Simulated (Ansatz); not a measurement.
# AlAs: the cost of one run

Computed with Ansatz 0.2.0 (DFT PBE, scalar-relativistic, plane waves, PAW, unless a step's input says otherwise).

3 further runs of the same task are left out: 3 set aside as unsound or not needed.

## 1. The system as given

The structure is cubic, space group F-43m (No. 216). The conventional cell has a = 5.728 Å, b = 5.728 Å, c = 5.728 Å, α = 90.00°, β = 90.00°, γ = 90.00°. Al (site symmetry -43m) has 4 As at 2.48 Å in its first shell of neighbours. As (site symmetry -43m) has 4 Al at 2.48 Å in its first shell of neighbours.

As a file:

```
Al As
1.0
     0.00000    2.86396    2.86396
     2.86396    0.00000    2.86396
     2.86396    2.86396    0.00000
Al As
1 1
Direct
  0.00000 0.00000 0.00000
  0.75000 0.75000 0.75000
```

It goes back to an entry of the Materials Project.

It is the result of an earlier relaxation at this level (volume 23.49 Å³/atom; gap on the mesh: 1.50 eV).

The host's static dielectric tensor, from an earlier linear-response run, has a mean of 11.56.

## 2. Host supercell without the defect

Contents of input.yaml:

```yaml
crystal:
  lattice:
    - [0.0, 8.5918684793, -8.5918684793]
    - [8.5918684793, 8.5918684793, 0.0]
    - [8.5918684793, 0.0, -8.5918684793]
  atoms:
    - { symbol: Al, position: [0.3333333333, 0.6666666667, 0.6666666667] }
    - { symbol: Al, position: [0.3333333333, 1.0, 0.6666666667] }
    - { symbol: Al, position: [0.3333333333, 0.3333333333, 0.6666666667] }
    - { symbol: Al, position: [0.0, 0.6666666667, 0.6666666667] }
    - { symbol: Al, position: [0.0, 0.0, 0.6666666667] }
    - { symbol: Al, position: [0.0, 0.3333333333, 0.6666666667] }
    - { symbol: Al, position: [0.6666666667, 0.6666666667, 0.6666666667] }
    - { symbol: Al, position: [0.6666666667, 0.0, 0.6666666667] }
    - { symbol: Al, position: [0.6666666667, 0.3333333333, 0.6666666667] }
    - { symbol: Al, position: [0.3333333333, 0.6666666667, 0.3333333333] }
    - { symbol: Al, position: [0.3333333333, 0.0, 0.3333333333] }
    - { symbol: Al, position: [0.3333333333, 0.3333333333, 0.3333333333] }
    - { symbol: Al, position: [0.0, 0.6666666667, 0.3333333333] }
    - { symbol: Al, position: [0.0, 0.0, 0.3333333333] }
    - { symbol: Al, position: [0.0, 0.3333333333, 0.3333333333] }
    - { symbol: Al, position: [0.6666666667, 0.6666666667, 0.3333333333] }
    - { symbol: Al, position: [0.6666666667, 0.0, 0.3333333333] }
    - { symbol: Al, position: [0.6666666667, 0.3333333333, 0.3333333333] }
    - { symbol: Al, position: [0.3333333333, 0.6666666667, 1.0] }
    - { symbol: Al, position: [0.3333333333, 0.0, 1.0] }
    - { symbol: Al, position: [0.3333333333, 0.3333333333, 1.0] }
    - { symbol: Al, position: [0.0, 0.6666666667, 1.0] }
    - { symbol: Al, position: [0.0, 0.0, 1.0] }
    - { symbol: Al, position: [0.0, 0.3333333333, 1.0] }
    - { symbol: Al, position: [0.6666666667, 0.6666666667, 1.0] }
    - { symbol: Al, position: [0.6666666667, 0.0, 1.0] }
    - { symbol: Al, position: [0.6666666667, 0.3333333333, 1.0] }
    - { symbol: As, position: [0.4166666667, 0.75, 0.4166666667] }
    - { symbol: As, position: [0.4166666667, 0.0833333333, 0.4166666667] }
    - { symbol: As, position: [0.4166666667, 0.4166666667, 0.4166666667] }
    - { symbol: As, position: [0.0833333333, 0.75, 0.4166666667] }
    - { symbol: As, position: [0.0833333333, 0.0833333333, 0.4166666667] }
    - { symbol: As, position: [0.0833333333, 0.4166666667, 0.4166666667] }
    - { symbol: As, position: [0.75, 0.75, 0.4166666667] }
    - { symbol: As, position: [0.75, 0.0833333333, 0.4166666667] }
    - { symbol: As, position: [0.75, 0.4166666667, 0.4166666667] }
    - { symbol: As, position: [0.4166666667, 0.75, 0.0833333333] }
    - { symbol: As, position: [0.4166666667, 0.0833333333, 0.0833333333] }
    - { symbol: As, position: [0.4166666667, 0.4166666667, 0.0833333333] }
    - { symbol: As, position: [0.0833333333, 0.75, 0.0833333333] }
    - { symbol: As, position: [0.0833333333, 0.0833333333, 0.0833333333] }
    - { symbol: As, position: [0.0833333333, 0.4166666667, 0.0833333333] }
    - { symbol: As, position: [0.75, 0.75, 0.0833333333] }
    - { symbol: As, position: [0.75, 0.0833333333, 0.0833333333] }
    - { symbol: As, position: [0.75, 0.4166666667, 0.0833333333] }
    - { symbol: As, position: [0.4166666667, 0.75, 0.75] }
    - { symbol: As, position: [0.4166666667, 0.0833333333, 0.75] }
    - { symbol: As, position: [0.4166666667, 0.4166666667, 0.75] }
    - { symbol: As, position: [0.0833333333, 0.75, 0.75] }
    - { symbol: As, position: [0.0833333333, 0.0833333333, 0.75] }
    - { symbol: As, position: [0.0833333333, 0.4166666667, 0.75] }
    - { symbol: As, position: [0.75, 0.75, 0.75] }
    - { symbol: As, position: [0.75, 0.0833333333, 0.75] }
    - { symbol: As, position: [0.75, 0.4166666667, 0.75] }
basis:
  ecutwfc: 420
  xc_grid: 2
kpoints:
  mp_grid: { grid: [1, 1, 1], shift: [0.0, 0.0, 0.0] }
hamiltonian:
  xc: pbe
scf:
  occupations: { method: gaussian, width: 0.01 }
output:
  forces: true
  stress: true
  eigenvalues: true
```

Command:

```bash
$ ansatz run input.yaml --threads 4 --pin off --max-ram 8192MiB --backend cpu --events-out ev --progress --plain --runs-dir out
```

**Question.** How long does this run take on 4 threads of Arm Neoverse N1, shared host, and how much memory does it need?

About 14 s, with a peak of 1.5 GiB.
